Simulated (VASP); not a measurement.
# TiB2 (P6/mmm) in VASP: a series of runs

Runs on TiB2. Level: PBE. Tasks: electric field gradients.

All numbers are computed with VASP 6.6.1; they aren't measurements. Logs are shortened: lines on timing, memory, paths and dates and some standing lists are left out, and cuts for length are marked.

## Step 1: Starting point

It takes space group P6/mmm (No. 191, hexagonal). Conventional cell: a = 3.029 Å, b = 3.029 Å, c = 3.228 Å, α = 90.00°, β = 90.00°, γ = 120.00°. Ti (site symmetry 6/mmm) is surrounded by 12 B at 2.38 Å. B (site symmetry -6m2) is surrounded by 3 B at 1.75 Å.

## Step 2: Electric field gradients, PBE

File INCAR:

```
PREC = Accurate
ENCUT = 520
EDIFF = 1E-8
ISMEAR = -1
SIGMA = 0.08
LREAL = False
LASPH = True
NELM = 60
ALGO = Normal
ISIF = 2
LWAVE = False
LCHARG = False
GGA = PE
LEFG = True
NBANDS = 16
```

File KPOINTS:

```
regular mesh
0
Gamma
  15 15 13
```

File POSCAR:

```
TiB2
1.0
    3.0291982016      0.0000000000      0.0000000000
   -1.5145991008      2.6233625957      0.0000000000
    0.0000000000      0.0000000000      3.2284000000
Ti B
1 2
Direct
    0.0000000000      0.0000000000      0.0000000000
    0.3333333333      0.6666666667      0.5000000000
    0.6666666667      0.3333333333      0.5000000000
```

Potentials or basis: VASP PAW PBE potentials, release 64 (Ti_sv, B).

Launch:

```console
cat potpaw_PBE.64/Ti_sv/POTCAR potpaw_PBE.64/B/POTCAR > POTCAR
mpirun -np 1 vasp_std > vasp.out
```

OUTCAR:

```text
PREC = Accurate
   ENCUT = 520
   EDIFF = 1E-8
   ISMEAR = -1
   LREAL = False
   LASPH = True
   NELM = 60
   ISIF = 2
   GGA = PE

 ion  position               nearest neighbor table
   1  0.000  0.000  0.000-   2 2.38   3 2.38   2 2.38   3 2.38   3 2.38   3 2.38   2 2.38   2 2.38
                             3 2.38   3 2.38   2 2.38   2 2.38
   2  0.333  0.667  0.500-   3 1.75   3 1.75   3 1.75   1 2.38   1 2.38   1 2.38   1 2.38   1 2.38
                             1 2.38
   3  0.667  0.333  0.500-   2 1.75   2 1.75   2 1.75   1 2.38   1 2.38   1 2.38   1 2.38   1 2.38
                             1 2.38

  LATTYP: Found a hexagonal cell.
 ALAT       =     3.0291982016
 C/A-ratio  =     1.0657605693

  Lattice vectors:

 A1 = (   3.0291982016,   0.0000000000,   0.0000000000)
 A2 = (  -1.5145991008,   2.6233625957,   0.0000000000)
 A3 = (   0.0000000000,   0.0000000000,   3.2284000000)

Analysis of symmetry for initial positions (statically):
=====================================================================
 Subroutine PRICEL returns:
 Original cell was already a primitive cell.

 Routine SETGRP: Setting up the symmetry group for a
 hexagonal supercell.

 Subroutine GETGRP returns: Found 24 space group operations
 (whereof 24 operations were pure point group operations)
 out of a pool of 24 trial point group operations.

The static configuration has the point symmetry D_6h.

Analysis of symmetry for dynamics (positions and initial velocities):
=====================================================================
 Subroutine PRICEL returns:
 Original cell was already a primitive cell.

 Routine SETGRP: Setting up the symmetry group for a
 hexagonal supercell.

 Subroutine GETGRP returns: Found 24 space group operations
 (whereof 24 operations were pure point group operations)
 out of a pool of 24 trial point group operations.

The dynamic configuration has the point symmetry D_6h.

 Subroutine INISYM returns: Found 24 space group operations
 (whereof 24 operations are pure point group operations),
 and found     1 'primitive' translations

----------------------------------------------------------------------------------------

                                     Primitive cell

  volume of cell :      25.6551

  direct lattice vectors                    reciprocal lattice vectors
     3.029198202  0.000000000  0.000000000     0.330120360  0.190595079  0.000000000
    -1.514599101  2.623362596  0.000000000     0.000000000  0.381190157  0.000000000
     0.000000000  0.000000000  3.228400000     0.000000000  0.000000000  0.309750960

  length of vectors
     3.029198202  3.029198202  3.228400000     0.381190157  0.381190157  0.309750960

  position of ions in fractional coordinates (direct lattice)
     0.000000000  0.000000000  0.000000000
     0.333333333  0.666666667  0.500000000
     0.666666667  0.333333333  0.500000000

  ion indices of the primitive-cell ions
   primitive index   ion index
                 1           1
                 2           2
                 3           3

----------------------------------------------------------------------------------------

 KPOINTS: regular mesh

Automatic generation of k-mesh.
 Grid dimensions read from file:
 generate k-points for:   15   15   13

 Generating k-lattice:

  Cartesian coordinates                     Fractional coordinates (reciprocal lattice)
     0.022008024  0.012706339  0.000000000     0.066666667  0.000000000  0.000000000
     0.000000000  0.025412677  0.000000000     0.000000000  0.066666667  0.000000000
     0.000000000  0.000000000  0.023826997     0.000000000  0.000000000  0.076923077

  Length of vectors
     0.025412677  0.025412677  0.023826997

  Shift w.r.t. Gamma in fractional coordinates (k-lattice)
     0.000000000  0.000000000  0.000000000

 Subroutine IBZKPT returns following result:
 ===========================================
[... 36 lines left out ...]
   NGX,Y,Z   is equivalent  to a cutoff of  13.17, 13.17, 12.36 a.u.
   NGXF,Y,Z  is equivalent  to a cutoff of  26.34, 26.34, 24.72 a.u.
 SYSTEM =  unknown system
   PREC   = accura    normal or accurate (medium, high low for compatibility)
   ISTART =      0    job   : 0-new  1-cont  2-samecut
   ICHARG =      2    charge: 1-file 2-atom 10-const
   ISPIN  =      1    spin polarized calculation?
   LNONCOLLINEAR =      F non collinear calculations
   LSORBIT =      F    spin-orbit coupling
   LASPH  =      T    aspherical Exc in radial PAW
   ENCUT  =  520.0 eV  38.22 Ry    6.18 a.u.   5.63  5.63  6.00*2*pi/ulx,y,z
   NELM   =     60;   NELMIN=  2; NELMDL= -5     # of ELM steps
   EDIFF  = 0.1E-07   stopping-criterion for ELM
   LREAL  =      F    real-space projection
   EDIFFG = 0.1E-06   stopping-criterion for IOM
   NSW    =      0    number of steps for IOM
   IBRION =     -1    ionic relax: 0-MD 1-quasi-New 2-CG
   NFREE  =      0    steps in history (QN), initial steepest desc. (CG)
   ISIF   =      2    stress and relaxation
   ISYM   =      2    0-nonsym 1-usesym 2-fastsym
   POTIM  = 0.5000    time-step for ionic-motion
   TEBEG  =    0.0;   TEEND  =   0.0 temperature during run
   PSTRESS=    0.0 pullay stress
   NELECT =      18.0000    total number of electrons
   NUPDOWN=      -1.0000    fix difference up-down
   EMIN   =  10.00;   EMAX   =-10.00  energy-range for DOS
   EFERMI =   0.00;   METHOD = LEGACY
   ISMEAR =    -1;   SIGMA  =   0.08  broadening in eV -4-tet -1-fermi 0-gaus
   EFERMI_NEDOS =   21; number of points for ismear=-14 and -15
   IALGO  =     38    algorithm
   IMIX   =      4    mixing-type and parameters
     AMIX     =   0.40;   BMIX     =  1.00
     AMIX_MAG =   1.60;   BMIX_MAG =  1.00
  volume/ion in A,a.u.               =       8.55        57.71
  Fermi-wavevector in a.u.,A,eV,Ry     =   1.454704  2.748991 28.792144  2.116163
  Thomas-Fermi vector in A             =   2.571824
   LORBIT       =      0    0 simple, 1 ext, 2 COOP (PROOUT), +10 PAW based schemes
   GGA     = PE    functional components
   LHFCALC =     F    Hartree Fock is set to
   AEXX    =    0.0000 exact exchange contribution
   IVDW    =     0    specifies the selected vdW correction
   LEPSILON=     F    determine dielectric tensor
   LRPA    =     F    only Hartree local field effects (RPA)
 non-spin polarized calculation
  energy-cutoff  :      520.00
  volume of cell :       25.66
 maximum number of plane-waves:       721
 NGX is ok and might be reduce to    24
   NGX = 11   NGY = 11   NGZ = 13

 number of electron      18.0000002 magnetization

 Free energy of the ion-electron system (eV)
  ---------------------------------------------------
  ext. energy  EPLUGINS =         0.00000000
  ---------------------------------------------------
  free energy    TOTEN  =       -24.43297203 eV

  energy without entropy =      -24.42484708  energy(sigma->0) =      -24.42890955

 E-fermi :  10.0174     XC(G=0): -12.7687

 val. band max:       10.0141474792   @ k =   0.2000   0.2000   0.0769
 cond. band min:      10.0624132979   @ k =   0.0667   0.0000   0.3846
 fundamental gap:      0.0482658187
 Fermi energy:        10.0174419599

 k-point     1 :       0.0000    0.0000    0.0000
  band No.  band energies     occupation
      1     -46.9573      2.00000
      2     -23.3103      2.00000
      3     -22.9937      2.00000
      4     -22.9937      2.00000
      5      -3.5091      2.00000
      6       7.3981      2.00000
[... 433 lines left out ...]
      3     -23.2358      2.00000
      4     -23.1758      2.00000
      5       1.0868      2.00000
      6       1.2013      2.00000
[... 8 lines left out ...]
     15      18.7788      0.00000
     16      19.9227      0.00000

 [... further k-points ...]

------------------------ aborting loop because EDIFF is reached ----------------------------------------

  FORCE on cell =-STRESS in cart. coord.  units (eV):
  Direction    XX          YY          ZZ          XY          YZ          ZX
  --------------------------------------------------------------------------------------
  -------------------------------------------------------------------------------------
  Total        0.1216007      0.1216007     -0.0401037      0.0000000      0.0000000      0.0000000
  in kB        7.5940476      7.5940476     -2.5045058      0.0000000      0.0000000      0.0000000
  external PRESSURE =       4.2278632 kB  Pullay stress =       0.0000000 kB

 VOLUME and BASIS-vectors are now :
 -----------------------------------------------------------------------------
  energy-cutoff  :      520.00
  volume of cell :       25.66
      direct lattice vectors                 reciprocal lattice vectors
     3.029198202  0.000000000  0.000000000     0.330120360  0.190595079  0.000000000
    -1.514599101  2.623362596  0.000000000     0.000000000  0.381190157  0.000000000
     0.000000000  0.000000000  3.228400000     0.000000000  0.000000000  0.309750960

 POSITION                                       TOTAL-FORCE (eV/Angst)
 -----------------------------------------------------------------------------------
      0.00000      0.00000      0.00000         0.000000      0.000000     -0.000000
     -0.00000      1.74891      1.61420        -0.000000      0.000000      0.000000
      1.51460      0.87445      1.61420         0.000000      0.000000     -0.000000
 -----------------------------------------------------------------------------------
    total drift:                               -0.000000      0.000000      0.000000

  FREE ENERGIE OF THE ION-ELECTRON SYSTEM (eV)
  ---------------------------------------------------
  free  energy   TOTEN  =       -24.4329720253 eV

  energy  without entropy=      -24.4248470802  energy(sigma->0) =      -24.42890955

 Electric field gradients (V/A^2)
---------------------------------------------------------------------
 ion       V_xx      V_yy      V_zz      V_xy      V_xz      V_yz
---------------------------------------------------------------------
   1      -8.983    -8.984    17.967    -0.001     0.000     0.000
   2      -2.320    -2.320     4.639     0.000     0.000    -0.000
   3      -2.320    -2.320     4.639     0.000     0.000     0.000
---------------------------------------------------------------------

 Electric field gradients after diagonalization (V/A^2)
 (convention: |V_zz| > |V_xx| > |V_yy|)
----------------------------------------------------------------------
 ion       V_xx      V_yy      V_zz     asymmetry (V_yy - V_xx)/ V_zz
----------------------------------------------------------------------
   1      -8.985    -8.982    17.967       0.000
   2      -2.320    -2.320     4.639       0.000
   3      -2.320    -2.320     4.639       0.000
----------------------------------------------------------------------

           NMR quadrupolar parameters

 Cq : quadrupolar parameter    Cq=e*Q*V_zz/h
 eta: asymmetry parameters     (V_yy - V_xx)/ V_zz
 Q  : nuclear electric quadrupole moment in mb (millibarn)
----------------------------------------------------------------------
 ion       Cq(MHz)       eta       Q (mb)
----------------------------------------------------------------------
   1       0.043       0.000       1.000
   2       0.011       0.000       1.000
   3       0.011       0.000       1.000
----------------------------------------------------------------------
```

It took 25 s on 1 thread of Intel Xeon 6975P-C (Granite Rapids), shared host; peak memory 0.19 GiB.

What came out:

| Property | Result |
| --- | --- |
| Free energy | -24.4330 eV |
| Pressure | 0.4 GPa |
| Band gap on the k mesh | none (metal or under the smearing width) |

Levels at points of the mesh, in eV from the Fermi level:
```tsv
k point	band 7	band 8	band 9	band 10	band 11	band 12
(0.00, 0.00, 0.00)	-2.62	-2.35	-2.13	1.87	1.87	3.63
```

Electric field gradients, principal values (V/Å²):
```csv
atom,Vxx,Vyy,Vzz
1 Ti,-8.982,-8.985,17.967
2 B,-2.320,-2.320,4.639
3 B,-2.320,-2.320,4.639
```

(Part 1 of 2 ends here.)
